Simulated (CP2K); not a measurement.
Crystal: NaI.

```
I Na
1.0
     4.57696    0.00000    0.00000
     2.28848    3.96376    0.00000
     2.28848    1.32125    3.73707
I Na
1 1
Direct
  0.50000 0.50000 0.50000
  0.00000 0.00000 0.00000
```

Base run:

```yaml
Program: CP2K 2026.2
Functional: LDA
Potentials_or_basis: POTENTIAL_UZH I GTH-PBE-q7, Na GTH-PBE-q9; TZVP-MOLOPT-PBE-GTH basis
Density_cutoff: 19048 eV
k_mesh: 7 × 7 × 7
Occupations: fermi-dirac, width 0.05 eV
Spin: no spin polarisation
```

Its results: band gap on the k mesh 3.22 eV, direct; pressure -1.1 GPa.

Q: After a change of settings the same cell gave: band gap on the k mesh 3.77 eV, direct; pressure 1.6 GPa. Which change was it?
A. functional from LDA to WC
B. functional from LDA to MS2
C. functional from LDA to HLE16
D. functional from LDA to BLYP

A: D.

BLYP binds less tightly than LDA, so the same cell stands under more pressure.

Caveats: the potentials were made for another functional, which shifts forces and pressure; spin-orbit coupling is left out, which moves the levels of the heavy elements; the basis of atomic orbitals isn't converged, which shifts pressures, moduli and gaps.

Runs at the PBE level aren't shown here.
